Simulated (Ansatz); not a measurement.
A run of Ansatz 0.2.0:

input.yaml

```yaml
crystal:
  lattice:
    - [0.0, 2.7940632177, 2.7940632177]
    - [2.7940632177, 0.0, 2.7940632177]
    - [2.7940632177, 2.7940632177, 0.0]
  atoms:
    - { symbol: Cl, position: [0.5, 0.5, 0.5] }
    - { symbol: Na, position: [0.0, 0.0, 0.0] }
kpoints:
  mp_grid: { grid: [8, 8, 8] }
  band_path:
    path:
      - [0.0, 0.0, 0.0]
      - [0.5, 0.0, 0.5]
      - [0.5, 0.25, 0.75]
      - [0.375, 0.375, 0.75]
      - [0.0, 0.0, 0.0]
      - [0.5, 0.5, 0.5]
      - [0.625, 0.25, 0.625]
      - [0.5, 0.25, 0.75]
    npoints: 10
scf:
  occupations: { method: fermi_dirac, width: 0.05 }
hamiltonian:
  xc: pbesol
  pseudopotentials: { kind: all_electron, lapw: { basis_error: 0.001 } }
output:
  forces: true
  stress: true
  eigenvalues: true
```

Potentials or basis: all-electron LAPW, scalar-relativistic.

The run is started by

```sh
$ ansatz run input.yaml --threads 1 --pin off --max-ram 3072MiB --backend cpu --events-out ev --progress --plain --runs-dir out
```

Hardware: 1 thread of AMD EPYC 7R43 64-Core Processor (Zen 3) (shared host).

Q: Estimate the wall time of this run.

A: Run time: 6.3 s on 1 thread of AMD EPYC 7R43 64-Core Processor (Zen 3) (shared host), peak memory 0.26 GiB. Counts: scf iterations 6, plane waves 229, k points 29, bands 16.
